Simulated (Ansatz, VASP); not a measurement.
LiCl in VASP and in Ansatz

```
Li Cl
1.0
    -2.74774    0.01740   -2.88010
    -2.74844   -2.73292    0.01810
    -5.43080    2.64874    2.79802
Li Cl
2 2
Cartesian
  -6.7589 -1.3881 -1.3838
  -6.8442 1.2503 1.3960
  -2.7405 -0.0039 -0.0841
  -8.2421 -0.0087 -0.0721
```

Change from the starting cell: cell x2, atoms moved at random (sigma 0.05 Å) and cell strained at random (1.5 %), then relaxed without symmetry.

Alike in both runs: task relaxation of cell and atoms; functional PBE; k mesh 6 × 6 × 6; occupations gaussian, width 0.1 eV; no spin polarisation.

|  | VASP | Ansatz |
| --- | --- | --- |
| version | VASP 6.6.1 | Ansatz 0.2.0 |
| potentials or method | VASP PAW PBE potentials, release 64 (Li_sv, Cl) | scalar-relativistic, plane waves, PAW |
| plane-wave cutoff (eV) | 600 | 420 |
| valence electrons in the cell | 20 | 20 |

|  | VASP | Ansatz | Ansatz less VASP |
| --- | --- | --- | --- |
| gap on the k mesh at the Fermi level, each at its own relaxed structure (eV) | 5.97 | 5.94 | -0.027 |
| relaxed volume (Å³/atom) | 20.90 | 21.00 | +0.101 |
| relaxed cell length with the largest relative difference (Å) | 3.902 | 3.914 | +0.0119 |
| energy change over the relaxation (meV/atom) | -12 | -12 | +0.1 |

Caveats: the cutoff is under 1.25 times the usual one of these potentials, so pressure, stress and relaxed cells hold a basis-set (Pulay) error (VASP). A k mesh can miss the band edges.
